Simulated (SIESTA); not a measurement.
Worked example: self-consistent single point of Li₂O (Fm-3m, 3 atoms in the cell) in SIESTA

Method: GGA PBE, numerical atomic orbitals DZP, PseudoDojo PBE standard norm-conserving potentials (rewritten from UPF to PSML) in SIESTA.

The input file:

```
# files in the folder: Li.psml O.psml (PseudoDojo PBE standard)
SystemName  Li2O
SystemLabel Li2O

NumberOfAtoms                3
NumberOfSpecies              2
%block ChemicalSpeciesLabel
  1 3 Li
  2 8 O
%endblock ChemicalSpeciesLabel
LatticeConstant              3.234070 Ang
%block LatticeVectors
     0.000000000    0.707106834    0.707106834
     0.707106834    0.000000000    0.707106834
     0.707106834    0.707106834    0.000000000
%endblock LatticeVectors
AtomicCoordinatesFormat      Ang
%block AtomicCoordinatesAndAtomicSpecies
     3.430249500    3.430249500    3.430249500  1
     1.143416500    1.143416500    1.143416500  1
     0.000000000    0.000000000    0.000000000  2
%endblock AtomicCoordinatesAndAtomicSpecies

XC.functional                GGA
XC.authors                   PBE
PAO.BasisSize                DZP
PAO.EnergyShift              0.01 Ry
PAO.Polarization.NonPerturbative true
MeshCutoff                   350 Ry
%block kgrid.MonkhorstPack
   12   0   0  0.0
    0  12   0  0.0
    0   0  12  0.0
%endblock kgrid.MonkhorstPack
OccupationFunction           FD
ElectronicTemperature        10 K

MaxSCFIterations             150
SCF.Mixer.Method             Pulay
SCF.Mixer.Weight             0.25
SCF.Mixer.History            8
SCF.DM.Tolerance             1.0E-05
Diag.ParallelOverK           true
WriteForces                  true
```

Output (repeated stretches shortened):

```
reinit: Reading from file input.fdf

reinit: System Name: Li2O
reinit: System Label: Li2O

coor:   Atomic-coordinates input format  =     Cartesian coordinates
coor:                                          (in Angstroms)

siesta: Atomic coordinates (Bohr) and species
siesta:      6.48223   6.48223   6.48223  1        1
siesta:      2.16074   2.16074   2.16074  1        2
siesta:      0.00000   0.00000   0.00000  2        3

siesta: System type = bulk

initatomlists: Number of atoms, orbitals, and projectors:      3    25    29

siesta: ******************** Simulation parameters ****************************
redata: Spin configuration                          = none
redata: Time-Reversal Symmetry                      = T
redata: Number of Atomic Species                    =        2
redata: Mesh Cutoff                                 =   350.0000 Ry
redata: Net charge of the system                    =     0.0000 |e|
redata: Min. number of SCF Iter                     =        0
redata: Max. number of SCF Iter                     =      150
redata: SCF convergence failure will abort job
redata: SCF mix quantity                            = Hamiltonian
redata: Mix DM or H after convergence               =   F
redata: Recompute H after scf cycle                 =   F
redata: Mix DM in first SCF step                    =   T
redata: No kicks to SCF
redata: DM Mixing Weight for Kicks                  =     0.5000
redata: Require Harris convergence for SCF          =   F
redata: Harris energy tolerance for SCF             =     0.000100 eV
redata: Require DM convergence for SCF              =   T
redata: DM tolerance for SCF                        =     0.000010
redata: Require EDM convergence for SCF             =   F
redata: EDM tolerance for SCF                       =     0.001000 eV
redata: Require H convergence for SCF               =   T
redata: Hamiltonian tolerance for SCF               =     0.001000 eV
redata: Require (free) Energy convergence for SCF   =   F
redata: (free) Energy tolerance for SCF             =     0.000100 eV
redata: Using DFT-D3 dispersion                     =   F
redata: Using Saved Data (generic)                  =   F
redata: Method of Calculation                       = Diagonalization
redata: Electronic Temperature                      =    10.0000 K
redata: Number of TDED substeps                     =        3
redata: Dynamics option                             = Single-point calculation
redata: Save all siesta data in one NC              =   F
redata: ***********************************************************************

%block SCF.Mixers
  Pulay
%endblock SCF.Mixers

%block SCF.Mixer.Pulay
  # Mixing method
  method pulay
  variant stable

  # Mixing options
  weight 0.2500
  weight.linear 0.2500
  history 8
%endblock SCF.Mixer.Pulay

DM_history_depth set to one: no extrapolation allowed by default for geometry relaxation
Size of DM history Fstack: 1
Total number of electrons:    12.000000
Total ionic charge:    12.000000

* ProcessorY, Blocksize:    1  26

* Orbital distribution balance (max,min):    25    25

k-point displ. along   1 input, could be:     0.00    0.50
k-point displ. along   2 input, could be:     0.00    0.50
k-point displ. along   3 input, could be:     0.00    0.50
 Kpoints in:         1008 . Kpoints trimmed:          948

siesta: k-grid: Number of k-points = 948
siesta: k-points from Monkhorst-Pack grid
siesta: k-cutoff (effective) =    19.404 Ang
siesta: k-point supercell and displacements
siesta: k-grid:    12     0     0      0.000
siesta: k-grid:     0    12     0      0.000
siesta: k-grid:     0     0    12      0.000

diag: Algorithm                                     = D&C
diag: Parallel over k                               =   F
diag: Use parallel 2D distribution                  =   F
diag: Parallel block-size                           = 26
diag: Parallel distribution                         =     1 x     1
diag: Used triangular part                          = Lower
diag: Absolute tolerance                            =  0.100E-15
diag: Orthogonalization factor                      =  0.100E-05
diag: Memory factor                                 =  1.0000

superc: Internal auxiliary supercell:     9 x     9 x     9  =     729
superc: Number of atoms, orbitals, and projectors:   2187  18225  21141

                        Single-point calculation

superc: Internal auxiliary supercell:     9 x     9 x     9  =     729
superc: Number of atoms, orbitals, and projectors:   2187  18225  21141

outcell: Unit cell vectors (Ang):
        0.000000    2.286833    2.286833
        2.286833    0.000000    2.286833
        2.286833    2.286833    0.000000

outcell: Cell vector modules (Ang)   :    3.234070    3.234070    3.234070
outcell: Cell angles (23,13,12) (deg):     60.0000     60.0000     60.0000
outcell: Cell volume (Ang**3)        :     23.9185
new_DM -- step:     1
Initializing Density Matrix...

Attempting to read DM from file... Failed...
DM filled with atomic data:

InitMesh: MESH = 30 x 30 x 30 = 27000
InitMesh: Mesh cutoff (required, used) =   350.000   356.728 Ry

stepf: Fermi-Dirac step function

        iscf     Eharris(eV)        E_KS(eV)     FreeEng(eV)     dDmax    Ef(eV) dHmax(eV)
   scf:    1     -832.113763     -843.811898     -843.811898  0.614689-10.913756  6.655082
   scf:    2     -845.376189     -844.784958     -844.784958  0.093867-11.265246  1.771317
   scf:    3     -844.873255     -844.856241     -844.856241  0.033115-11.480898  0.273146
   scf:    4     -844.855432     -844.856633     -844.856633  0.021046-11.714874  0.176970
   scf:    5     -844.856817     -844.857290     -844.857290  0.005006-11.685183  0.074787
   scf:    6     -844.857505     -844.857452     -844.857452  0.001839-11.676512  0.000057
   scf:    7     -844.857451     -844.857452     -844.857452  0.000070-11.676631  0.002274
   scf:    8     -844.857452     -844.857452     -844.857452  0.000038-11.676476  0.000010
mix: Pulay -- inversion failed, > SVD [rank/size] 4 / 7
   scf:    9     -844.857452     -844.857452     -844.857452  0.000001-11.676477  0.000019

SCF Convergence by DM+H criterion
max |DM_out - DM_in|         :     0.0000005849
max |H_out - H_in|      (eV) :     0.0000190921
SCF cycle converged after 9 iterations

Using DM_out to compute the final energy and forces

siesta: E_KS(eV) =             -844.8575

siesta: E_KS - E_eggbox =      -844.8575

siesta: Atomic forces (eV/Ang):
     1   -0.000531   -0.000531   -0.000531
     2    0.000530    0.000530    0.000530
     3    0.000000    0.000000    0.000000
   Tot   -0.000000   -0.000000   -0.000000
   Max    0.000531
   Res    0.000433    sqrt( Sum f_i^2 / 3N )
   Max    0.000531    constrained

Stress tensor Voigt[x,y,z,yz,xz,xy] (kbar):      -23.42      -23.42      -23.42       -0.57       -0.57       -0.57
(Free)E + p*V (eV/cell)     -844.5078
Target enthalpy (eV/cell)     -844.8575

siesta: Program's energy decomposition (eV):
siesta: Ebs     =      -360.832790
siesta: Eions   =      1015.225803
siesta: Ena     =       108.938887
siesta: Ekin    =       593.524745
siesta: Enl     =      -323.893478
siesta: Eso     =         0.000000
siesta: Edftu   =         0.000000
siesta: DEna    =         0.364856
siesta: DUscf   =         0.566770
siesta: DUext   =         0.000000
siesta: Ex      =      -197.110134
siesta: Ec      =       -12.023295
siesta: Exc     =      -209.133429
siesta: Eharris =      -844.857452
siesta: Etot    =      -844.857452
siesta: FreeEng =      -844.857452

siesta: Stress tensor (static) (eV/Ang**3):
siesta:    -0.014618   -0.000358   -0.000358
siesta:    -0.000358   -0.014618   -0.000358
siesta:    -0.000358   -0.000358   -0.014618

siesta: Cell volume =         23.918467 Ang**3

siesta: Pressure (static):
siesta:                Solid            Molecule  Units
siesta:           0.00015921          0.00015976  Ry/Bohr**3
siesta:           0.01461786          0.01466861  eV/Ang**3
siesta:          23.42039090         23.50169957  kBar
```

The run converged in 9 iterations.

The starting cell comes from a database of computed structures (which also holds hypothetical and non-ambient phases and stackings), without a prior relaxation at this level. Its lattice was rescaled by a random factor within 2.5 % of one. Values carry the incompleteness of an atom-centred basis.

Cost on one core of a shared machine: roughly 50 s.
